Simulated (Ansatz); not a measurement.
# MoS2 in Ansatz: further runs

One slab, MoS2, is run at these levels: LDA, r2SCAN; tasks: band structure.

Everything below comes from runs of Ansatz 0.2.0. Logs are shortened: lines on timing, memory, paths and dates and some standing lists are left out, and cuts for length are marked.

### 1 Starting point

The cell holds a slab with vacuum, 6 atoms: a = 3.185 Å, b = 3.185 Å, c = 21.671 Å, α = 90.00°, β = 90.00°, γ = 120.00°.

### 2 Band structure, LDA

Input file input.yaml:

```yaml
crystal:
  lattice:
    - [3.184541456, 0.0, 0.0]
    - [-1.592270728, 2.7578938003, 0.0]
    - [0.0, 0.0, 21.67053472]
  atoms:
    - { symbol: Mo, position: [0.3333333333, 0.6666666667, 0.85116023] }
    - { symbol: Mo, position: [0.6666666667, 0.3333333333, 0.14883977] }
    - { symbol: S, position: [0.6666666667, 0.3333333333, 0.77962539] }
    - { symbol: S, position: [0.3333333333, 0.6666666667, 0.077251] }
    - { symbol: S, position: [0.6666666667, 0.3333333333, 0.922749] }
    - { symbol: S, position: [0.3333333333, 0.6666666667, 0.22037461] }
hamiltonian:
  xc: lda
  pseudopotentials: { kind: paw }
kpoints:
  mp_grid: { grid: [10, 10, 2] }
  band_path:
    path:
      - [[0.0, 0.0, 0.0], [0.5, 0.0, 0.0], [0.3333333333, 0.3333333333, 0.0], [0.0, 0.0, 0.0], [0.0, 0.0, 0.5], [0.5, 0.0, 0.5], [0.3333333333, 0.3333333333, 0.5], [0.0, 0.0, 0.5]]
      - [[0.5, 0.0, 0.5], [0.5, 0.0, 0.0]]
      - [[0.3333333333, 0.3333333333, 0.0], [0.3333333333, 0.3333333333, 0.5]]
    npoints: 14
scf:
  occupations: { method: fermi_dirac, width: 0.05 }
  n_extra_bands: 15
output:
  forces: true
  stress: true
  eigenvalues: true
  fatbands: true
```

Potentials or basis: Ansatz PAW.

The run is started by

```console
$ ansatz run input.yaml --threads 2 --pin off --max-ram 5632MiB --backend cpu --events-out ev --progress --plain --runs-dir out
```

Output:

```text
Warning: RAYON_NUM_THREADS=2 ignored (pool sized by the plan → 2); use --threads N
scf.n_extra_bands = 15 over 26 filled bands (N_el = 52.0): the run solves 41 bands
Engine: ansatz 0.2.0, aarch64-unknown-linux-gnu
Pseudopotentials: kind: paw
Pseudopotential: Mo, paw, valence charge 14, recommended cutoff 420 eV (normal), Mo.paw.azcp
Pseudopotential: S, paw, valence charge 6, recommended cutoff 420 eV (normal), S.paw.azcp
Functional definition: SPW92
  exchange = slater_x
  correlation = pw_c
Crystal: 6 atoms, lattice volume = 190.324 Å³
Basis set: ecut = 420 eV, 3721 PW (Γ)
Bands: 41, of which v1, the nominal top of the filled ones, is band 26 counted from 1 (25 counted from 0)
Symmetry: 12 space group operations
Space group: P-3m1 (ITA 164), of the structure as read, at distance tolerance 5.8e-5 Å
k-points: 28 of 200
Non-local potential: Mo, projectors of the file, l = 0: 3, l = 1: 2, l = 2: 2, l = 3: 1
Non-local potential: S, projectors of the file, l = 0: 2, l = 1: 2, l = 2: 2
PAW form: soft (Blöchl's): semilocal exchange-correlation on the pseudo side does not see the compensation charge
PAW frozen core: Mo, regenerated for the run's functional, and the local potential with it (the file was generated under x = pbe(κ = 0.804, μ = 0.2195149727645171), c = pbe(β = 0.06672455060314922))
PAW frozen core: S, regenerated for the run's functional, and the local potential with it (the file was generated under x = pbe(κ = 0.804, μ = 0.2195149727645171), c = pbe(β = 0.06672455060314922))
PAW one-centre angular grid: Mo, 590 points (default); XC on 64 Gauss nodes
PAW one-centre angular grid: S, 110 points (default); XC on 64 Gauss nodes
Initial density: superposition of atomic densities (neutral atoms: chi_scale 0, normalization atom), corrected by the library's trained network
Initial wavefunctions: pseudopotential atomic-orbital guess
Functional: x = slater, c = lda
SCF iter   1: F=—  HF=-13169.555050 eV  |F-HF|=—  |Δ(HF+E_count)|=         —  Δρ=6.17e-3  dr2=1.01e-1  ethr=1.77e-3  ⟨swp⟩=9.1  Hψ=6595  notcnv=0  defer=42
preconditioner: auto → none  [insulator: Δε(μ)=1.307 eV  Ē_g=10.354 eV  σ=0.050 eV  W_gap=1.00  n_scr=14 (ndim 8)  ℏωp=16.1 eV  f_vac=0.413  D(μ)=0.00/eV (n_scr^D=0)  ε∞_Penn≈3.4]
SCF iter   2: F=—  HF=-13169.655545 eV  |F-HF|=—  |Δ(HF+E_count)|=   1.00e-1  Δρ=8.62e-3  dr2=1.05e0  ethr=1.94e-4  ⟨swp⟩=3.6  Hψ=2471  notcnv=0  defer=192  recentre
SCF iter   3: F=—  HF=-13169.552253 eV  |F-HF|=—  |Δ(HF+E_count)|=   1.03e-1  Δρ=4.23e-3  dr2=4.63e-2  ethr=1.94e-4  ⟨swp⟩=3.4  Hψ=1961  notcnv=0  defer=192
SCF iter   4: F=—  HF=-13169.551021 eV  |F-HF|=—  |Δ(HF+E_count)|=   1.23e-3  Δρ=2.58e-3  dr2=1.02e-2  ethr=8.91e-5  ⟨swp⟩=1.5  Hψ=1277  notcnv=0  defer=191
SCF iter   5: F=—  HF=-13169.551170 eV  |F-HF|=—  |Δ(HF+E_count)|=   1.49e-4  Δρ=8.33e-4  dr2=3.87e-4  ethr=1.96e-5  ⟨swp⟩=2.1  Hψ=1090  notcnv=0  defer=191
SCF iter   6: F=—  HF=-13169.551353 eV  |F-HF|=—  |Δ(HF+E_count)|=   1.83e-4  Δρ=1.54e-4  dr2=2.70e-5  ethr=7.44e-7  ⟨swp⟩=2.0  Hψ=1360  notcnv=0  defer=191
SCF iter   7: F=—  HF=-13169.551248 eV  |F-HF|=—  |Δ(HF+E_count)|=   1.05e-4  Δρ=5.62e-5  dr2=2.99e-6  ethr=5.20e-8  ⟨swp⟩=2.2  Hψ=1574  notcnv=0  defer=191
SCF iter   8: F=—  HF=-13169.551248 eV  |F-HF|=—  |Δ(HF+E_count)|=   2.58e-7  Δρ=9.59e-6  dr2=2.15e-7  ethr=5.75e-9  ⟨swp⟩=2.0  Hψ=1460  notcnv=0  defer=191
SCF iter   9: F=-13169.551248 eV  HF=-13169.551248 eV  |F-HF|=9.77e-10  |Δ(HF+E_count)|=   4.30e-8  Δρ=2.68e-6  dr2=6.34e-9  ethr=1.92e-10  ⟨swp⟩=15.4  Hψ=6659  notcnv=0
SCF 1 converged in 9 iterations: F = -13169.551248 eV  dr2 = 6.34e-9
NSCF: frozen V_eff on 129 k-points
SCF converged after 9 iterations
Free energy (F): -13169.551248 eV
Harris-Foulkes:  -13169.551248 eV  (|F-HF|=9.77e-10)
Internal energy: -13169.551248 eV  (E = F + TS)
E sigma→0 (E₀):  -13169.551248 eV
Entropy (-TS):   -0.000000 eV (-0.000 meV/atom)
Fermi energy:    3.932055 eV
--- Per-component energies (eV) ---
  E_band       = -689.498611
  E_kinetic    = 1312.179089
  E_local      = -24664.668604  (includes V_loc(G=0)·N_el)
  E_nonlocal   = 412.234077
  E_hartree    = 11687.932553
  E_xc         = -750.649618
  E_vxc        = -809.269201  (∫ρ·V_xc dr)
  E_paw        = -8453.303838  (= ΣΔE_a)
  E_vpaw       = -315.834958  (= ΣTr[D̂ρ^β])
  E_aug_tail   = 0.000057  (compensation charges beyond the density's cutoff)
  E_ewald      = 7285.166613
  E_core_change = 1.558423  (= ΣΔE_core)
  E_smearing   = -0.000000  (= −TS)
  E_closure    = 0.000000  (closes the sum)
  Σ components = -13169.551248   (vs F -13169.551248, Δ=0.00e0)
--- Forces (eV/Å), atoms counted from 1 ---
  atom   1  Mo     0.00000000    -0.00000000     0.00840556
  atom   2  Mo     0.00000000     0.00000000    -0.00840556
  atom   3  S      0.00000000    -0.00000000     0.37921397
  atom   4  S      0.00000000     0.00000000     0.29927615
  atom   5  S      0.00000000    -0.00000000    -0.29927615
  atom   6  S     -0.00000000     0.00000000    -0.37921397
  max |Σ_I F_I| component: 5.55e-17 eV/Å
--- Stress (GPa, compression-positive) ---
       -3.826848      -0.000000       0.000000
        0.000000      -3.826848       0.000000
        0.000000       0.000000      -2.255538
  P = ⅓ Tr σ = -3.3031 GPa (-33.031 kbar)
--- Band table (eV; the first three rows and the last of 28) ---
  k-point 0: bands = ["-57.7881", "-57.7881", "-31.9949", "-31.9949", "-31.7795", "-31.7795", "-31.7795", "-31.7795", "-11.1756", "-11.1031", "-9.8383", "-9.7143", "-2.9020", "-2.5485", "0.2493", "0.2493", "0.2522", "0.2522", "0.7603", "1.3718", "1.3718", "1.3827", "1.3827", "1.5981", "2.7939", "3.3097", "5.6775", "5.6775", "5.6849", "5.6849", "5.9517", "5.9517", "5.9958", "5.9958", "8.4822", "8.7164", "9.0084", "9.1955", "10.4178", "11.6115", "11.7214"]
  k-point 1: bands = ["-57.7881", "-57.7881", "-31.9949", "-31.9949", "-31.7795", "-31.7795", "-31.7795", "-31.7795", "-11.1756", "-11.1031", "-9.8383", "-9.7143", "-2.9020", "-2.5485", "0.2493", "0.2493", "0.2522", "0.2522", "0.7603", "1.3718", "1.3718", "1.3827", "1.3827", "1.5981", "2.7940", "3.3097", "5.6775", "5.6775", "5.6849", "5.6849", "5.9517", "5.9517", "5.9958", "5.9958", "8.5120", "8.6520", "9.0760", "9.1645", "10.4326", "11.5100", "11.7213"]
  k-point 2: bands = ["-57.7845", "-57.7845", "-31.9877", "-31.9876", "-31.8164", "-31.8164", "-31.7879", "-31.7879", "-11.0272", "-10.9554", "-9.7764", "-9.6581", "-2.7366", "-2.3852", "-0.0688", "-0.0625", "0.3009", "0.4035", "0.4085", "0.6906", "1.1428", "1.1556", "1.6462", "2.0295", "2.7503", "3.1407", "5.4904", "5.5159", "5.5688", "5.6804", "5.7764", "5.8318", "5.9299", "5.9490", "8.7432", "9.0210", "9.6211", "9.7696", "10.6233", "11.7032", "12.3392"]
  k-point 27: bands = ["-57.7462", "-57.7462", "-32.0789", "-32.0789", "-31.9953", "-31.9953", "-31.9107", "-31.9107", "-9.0345", "-9.0204", "-8.9183", "-8.9054", "-2.4649", "-2.4205", "-1.9555", "-1.9053", "-0.9213", "-0.8978", "-0.5912", "-0.4977", "-0.0917", "0.0484", "0.9094", "1.0192", "2.7343", "2.7836", "4.6708", "4.6932", "5.8175", "6.1720", "6.2744", "6.3758", "7.6238", "7.7700", "9.7956", "10.1488", "10.5997", "10.9447", "12.1379", "12.2358", "13.3106"]
```

It took 51 s on 2 threads of Arm Neoverse N1, shared host; peak memory 0.7 GiB.

Results:

| Property | Result |
| --- | --- |
| Free energy | -13169.5512 eV |
| Largest force | 0.379 eV/Å |
| Band gap on the k mesh | 1.36 eV, indirect (least direct gap 1.89 eV) |
| Band gap along the path | 1.23 eV, indirect (least direct gap 1.63 eV) |

Forces on the atoms (eV/Å):
```
Mo   0.000  0.000  0.008
Mo   0.000  0.000 -0.008
S    0.000  0.000  0.379
S    0.000  0.000  0.299
S    0.000  0.000 -0.299
S    0.000  0.000 -0.379
```

Stress tensor (GPa, compression positive):
```
-3.83  0.00  0.00
 0.00 -3.83  0.00
 0.00  0.00 -2.26
```

Levels at the corners of the path, in eV from the valence-band top:
| point | band 22 | band 23 | band 24 | band 25 | band 26 | band 27 | band 28 | band 29 | band 30 | band 31 |
| --- | --- | --- | --- | --- | --- | --- | --- | --- | --- | --- |
| Γ | -1.93 | -1.93 | -1.71 | -0.52 | 0.00 | 2.37 | 2.37 | 2.38 | 2.38 | 2.64 |
| M | -2.16 | -1.40 | -1.35 | -1.03 | -1.00 | 1.82 | 1.83 | 2.30 | 2.39 | 3.28 |
| K | -3.25 | -2.45 | -2.45 | -0.46 | -0.41 | 1.23 | 1.23 | 2.47 | 2.85 | 3.16 |
| Γ | -1.93 | -1.93 | -1.71 | -0.52 | 0.00 | 2.37 | 2.37 | 2.38 | 2.38 | 2.64 |
| A | -1.93 | -1.93 | -1.71 | -0.52 | 0.00 | 2.37 | 2.37 | 2.38 | 2.38 | 2.64 |
| L | -2.16 | -1.40 | -1.35 | -1.03 | -1.00 | 1.82 | 1.83 | 2.30 | 2.39 | 3.28 |
| H | -3.25 | -2.45 | -2.45 | -0.46 | -0.41 | 1.23 | 1.23 | 2.47 | 2.85 | 3.16 |
| A | -1.93 | -1.93 | -1.71 | -0.52 | 0.00 | 2.37 | 2.37 | 2.38 | 2.38 | 2.64 |
| L | -2.16 | -1.40 | -1.35 | -1.03 | -1.00 | 1.82 | 1.83 | 2.30 | 2.39 | 3.28 |
| M | -2.16 | -1.40 | -1.35 | -1.03 | -1.00 | 1.82 | 1.83 | 2.30 | 2.39 | 3.28 |
| K | -3.25 | -2.45 | -2.45 | -0.46 | -0.41 | 1.23 | 1.23 | 2.47 | 2.85 | 3.16 |
| H | -3.25 | -2.45 | -2.45 | -0.46 | -0.41 | 1.23 | 1.23 | 2.47 | 2.85 | 3.16 |

Caveat: the k mesh misses the band edges, so the gap on the mesh is wider than the one along the path; the PAW data sets come from PBE, with cores solved anew for the run's functional, which leaves a small shift of forces and pressure.

### 3 Band structure, r2SCAN

Changes to input.yaml since step 2:

```diff
@@ -13,3 +13,3 @@
 hamiltonian:
-  xc: lda
+  xc: r2scan
   pseudopotentials: { kind: paw }
@@ -30,2 +30,2 @@
   eigenvalues: true
-  fatbands: true
+  fatbands: false
```

Potentials or basis: Ansatz PAW.

The run is started by

```console
$ ansatz run input.yaml --threads 2 --pin off --max-ram 5632MiB --backend cpu --events-out ev --progress --plain --runs-dir out
```

It took 62 s on 2 threads of Arm Neoverse N1, shared host; peak memory 1.1 GiB.

Results (log left out):

| Item | Value |
| --- | --- |
| Free energy | -13564.2829 eV |
| Largest force | 0.034 eV/Å |
| Band gap on the k mesh | 1.46 eV, indirect (least direct gap 2.00 eV) |
| Band gap along the path | 1.33 eV, indirect (least direct gap 1.74 eV) |

Forces in eV/Å, atoms in the order of the input:
```
Mo   0.000  0.000  0.005
Mo   0.000  0.000 -0.005
S    0.000  0.000 -0.034
S    0.000  0.000 -0.022
S    0.000  0.000  0.022
S    0.000  0.000  0.034
```

Stress tensor (GPa, compression positive):
```
0.03 0.00 0.00
0.00 0.03 0.00
0.00 0.00 0.19
```

Levels at the corners of the path, in eV from the valence-band top:
```
point  band 22  band 23  band 24  band 25  band 26  band 27  band 28  band 29  band 30  band 31
    Γ    -2.06    -2.06    -1.84    -0.49     0.00     2.54     2.54     2.54     2.54     2.78
    M    -2.34    -1.55    -1.50    -1.06    -1.03     1.96     1.97     2.45     2.54     3.64
    K    -3.41    -2.64    -2.64    -0.46    -0.41     1.33     1.33     2.72     3.08     3.36
    Γ    -2.06    -2.06    -1.84    -0.49     0.00     2.54     2.54     2.54     2.54     2.78
    A    -2.06    -2.06    -1.84    -0.49     0.00     2.54     2.54     2.54     2.54     2.78
    L    -2.34    -1.55    -1.50    -1.06    -1.03     1.96     1.97     2.45     2.54     3.64
    H    -3.41    -2.64    -2.64    -0.46    -0.41     1.33     1.33     2.72     3.08     3.36
    A    -2.06    -2.06    -1.84    -0.49     0.00     2.54     2.54     2.54     2.54     2.78
    L    -2.34    -1.55    -1.50    -1.06    -1.03     1.96     1.97     2.45     2.54     3.64
    M    -2.34    -1.55    -1.50    -1.06    -1.03     1.96     1.97     2.45     2.54     3.64
    K    -3.41    -2.64    -2.64    -0.46    -0.41     1.33     1.33     2.72     3.08     3.36
    H    -3.41    -2.64    -2.64    -0.46    -0.41     1.33     1.33     2.72     3.08     3.36
```

Caveat: the k mesh misses the band edges, so the gap on the mesh is wider than the one along the path; the PAW data sets come from PBE, with cores solved anew for the run's functional, which leaves a small shift of forces and pressure.
